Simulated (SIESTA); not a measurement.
Crystal: Cu.

```
Cu
1.0
     0.00000    1.80750    1.80750
     1.80750    0.00000    1.80750
     1.80750    1.80750    0.00000
Cu
1
Direct
  0.00000 0.00000 0.00000
```

Base run:

```yaml
Program: SIESTA 5.4.2
Functional: RPBE
Potentials_or_basis: PseudoDojo 0.4 standard (PBE files)
Basis: DZP (energy shift 0.003 Ry; two zetas on semicore shells)
Grid_cutoff: 800 Ry
Energy_shift: 0.003 Ry
k_mesh: 13 × 13 × 13
Occupations: fermi-dirac, width 0.05 eV
Spin: no spin polarisation
```

Its results: band gap on the k mesh none (metal or under the smearing width); pressure 7.1 GPa.

Problem. The run is repeated on the same cell with these changes: functional from RPBE to AM05; potentials or basis from PseudoDojo 0.4 standard (PBE files) to PseudoDojo 0.4 standard (PBEsol files). What comes out?

Solution. Band gap on the k mesh none (metal or under the smearing width); pressure -7.8 GPa.

Caveats: short orbitals over semicore shells can move pressures by several GPa; the potentials were made for another functional, which shifts forces and pressure; the basis of atomic orbitals isn't converged, which shifts pressures, moduli and gaps.
